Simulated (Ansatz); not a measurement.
# Al (Fm-3m) in Ansatz: single point with PBE

Aim: the single point of Al with PBE.

Everything below comes from runs of Ansatz 0.2.0. Logs are shortened: lines on timing, memory, paths and dates and some standing lists are left out, and cuts for length are marked.

### 1 Starting point

It takes space group Fm-3m (No. 225, cubic). Conventional cell: a = 4.050 Å, b = 4.050 Å, c = 4.050 Å, α = 90.00°, β = 90.00°, γ = 90.00°. Around Al (site symmetry m-3m) lie 12 Al at 2.86 Å.

### 2 Single point, PBE

File input.yaml:

```yaml
crystal:
  lattice:
    - [0.0, 2.024805, 2.024805]
    - [2.024805, 0.0, 2.024805]
    - [2.024805, 2.024805, 0.0]
  atoms:
    - { symbol: Al, position: [0.0, 0.0, 0.0] }
hamiltonian:
  xc: pbe
  pseudopotentials: { kind: paw }
kpoints:
  mp_grid: { grid: [5, 5, 5] }
scf:
  occupations: { method: fermi_dirac, width: 0.05 }
output:
  forces: true
  stress: true
  eigenvalues: true
  write_density: true
  write_potential: true
  elf: true
  volumetric_format: npy
```

Potentials or basis: Ansatz PAW.

Command:

```console
$ ansatz run input.yaml --threads 2 --pin off --max-ram 5120MiB --backend cpu --events-out ev --progress --plain --runs-dir out
```

What it wrote:

```text
Warning: RAYON_NUM_THREADS=2 ignored (pool sized by the plan → 2); use --threads N
Engine: ansatz 0.2.0, aarch64-unknown-linux-gnu
Pseudopotentials: kind: paw
Pseudopotential: Al, paw, valence charge 3, recommended cutoff 420 eV (normal), Al.paw.azcp
Functional definition: PBE
  parameter kappa = 0.804
  parameter beta = 0.06672455060314922
  exchange = pbe_x(kappa = kappa, mu = beta*pi^2/3)
  correlation = pbe_c(beta = beta)
Crystal: 1 atoms, lattice volume = 16.603 Å³
Basis set: ecut = 420 eV, 331 PW (Γ), exchange–correlation on 40×40×40 points (8 copies of the dense FFT grid, shifted against one another)
Bands: 6, of which v1, the nominal top of the filled ones, is band 2 counted from 1 (1 counted from 0)
Symmetry: 48 space group operations
Space group: Fm-3m (ITA 225), of the structure as read, at distance tolerance 2.6e-5 Å
k-points: 10 of 125
Non-local potential: Al, projectors of the file, l = 0: 2, l = 1: 2, l = 2: 1
PAW form: soft (Blöchl's): semilocal exchange-correlation on the pseudo side does not see the compensation charge
PAW one-centre angular grid: Al, 110 points (default); XC on 64 Gauss nodes
Initial density: superposition of atomic densities (neutral atoms: chi_scale 0, normalization atom), corrected by the library's trained network
Initial wavefunctions: pseudopotential atomic-orbital guess
Functional: x = pbe(κ = 0.804, μ = 0.2195149727645171), c = pbe(β = 0.06672455060314922)
SCF iter   1: F=—  HF=-537.449535 eV  |F-HF|=—  |Δ(HF+E_count)|=         —  Δρ=1.37e-3  dr2=2.87e-4  ethr=1.77e-3  ⟨swp⟩=4.8  Hψ=517  notcnv=0
preconditioner: auto → none  [insulator: Δε(μ)=0.328 eV  Ē_g=13.223 eV  σ=0.050 eV  W_gap=0.72  n_scr=0 (ndim 8)  ℏωp=15.8 eV  f_vac=0.000  D(μ)=1.54/eV (n_scr^D=14)  ε∞_Penn≈2.4]
SCF iter   2: F=—  HF=-537.449471 eV  |F-HF|=—  |Δ(HF+E_count)|=   6.43e-5  Δρ=6.59e-4  dr2=6.49e-5  ethr=9.57e-6  ⟨swp⟩=1.1  Hψ=141  notcnv=0
SCF iter   3: F=—  HF=-537.449479 eV  |F-HF|=—  |Δ(HF+E_count)|=   8.16e-6  Δρ=1.34e-5  dr2=2.03e-8  ethr=2.16e-6  ⟨swp⟩=1.0  Hψ=56  notcnv=0
iter 4 did not close the SCF: its close was put off for the readings that it lacked (scf_convergence_deferred on its scf_iter line)
SCF iter   4: F=-537.449479 eV  HF=-537.449479 eV  |F-HF|=4.40e-11  |Δ(HF+E_count)|=   3.67e-9  Δρ=1.40e-6  dr2=1.85e-10  ethr=6.75e-10  ⟨swp⟩=2.1  Hψ=71  notcnv=0
iter 5 did not close the SCF: its close was put off for the readings that it lacked (scf_convergence_deferred on its scf_iter line)
SCF iter   5: F=-537.449479 eV  HF=-537.449479 eV  |F-HF|=4.55e-13  |Δ(HF+E_count)|=  2.07e-11  Δρ=1.18e-7  dr2=1.47e-12  ethr=6.16e-12  ⟨swp⟩=2.0  Hψ=71  notcnv=0
SCF iter   6: F=-537.449479 eV  HF=-537.449479 eV  |F-HF|=1.14e-13  |Δ(HF+E_count)|=  5.68e-13  Δρ=9.18e-9  dr2=6.59e-15  ethr=1.00e-12  ⟨swp⟩=3.8  Hψ=235  notcnv=0
SCF 1 converged in 6 iterations: F = -537.449479 eV  dr2 = 6.59e-15
SCF converged after 6 iterations
Free energy (F): -537.449479 eV
Harris-Foulkes:  -537.449479 eV  (|F-HF|=1.14e-13)
Internal energy: -537.437984 eV  (E = F + TS)
E sigma→0 (E₀):  -537.443732 eV
Entropy (-TS):   -0.011495 eV (-11.495 meV/atom)
Fermi energy:    8.235232 eV
--- Per-component energies (eV) ---
  E_band       = 10.488217
  E_kinetic    = 22.686204
  E_local      = 9.711345  (includes V_loc(G=0)·N_el)
  E_nonlocal   = 10.474957
  E_hartree    = 0.096779
  E_xc         = -39.710317
  E_vxc        = -28.914784  (∫ρ·V_xc dr)
  E_paw        = -467.333898  (= ΣΔE_a)
  E_vpaw       = -3.663060  (= ΣTr[D̂ρ^β])
  E_aug_tail   = -0.000002  (compensation charges beyond the density's cutoff)
  E_ewald      = -73.363052
  E_smearing   = -0.011495  (= −TS)
  E_closure    = 0.000000  (closes the sum)
  Σ components = -537.449479   (vs F -537.449479, Δ=0.00e0)
--- Forces (eV/Å), atoms counted from 1 ---
  atom   1  Al    -0.00000000    -0.00000000     0.00000000
  max |Σ_I F_I| component: 1.64e-32 eV/Å
--- Stress (GPa, compression-positive) ---
        1.380118      -0.000000       0.000000
        0.000000       1.380118       0.000000
       -0.000000       0.000000       1.380118
  P = ⅓ Tr σ = 1.3801 GPa (13.801 kbar)
--- Band table (eV; the first three rows and the last of 10) ---
  k-point 0: bands = ["-3.2056", "20.3665", "20.3665", "20.3665", "21.9169", "21.9169"]
  k-point 1: bands = ["-2.1270", "13.1807", "18.9346", "18.9346", "22.2814", "23.3788"]
  k-point 2: bands = ["1.0612", "6.2378", "18.6872", "18.6872", "20.2264", "20.2264"]
  k-point 9: bands = ["3.8202", "8.2843", "9.6778", "10.9178", "21.5313", "22.9298"]
```

It took 0.35 s on 2 threads of Arm Neoverse N1, shared host; peak memory 0.23 GiB.

Results:

```
Free energy            : -537.4495 eV
Pressure               : 1.4 GPa
Band gap on the k mesh : none (metal or under the smearing width)
```

Caveat: the k mesh is coarse (spacing up to 0.54 Å⁻¹), so the values aren't converged.
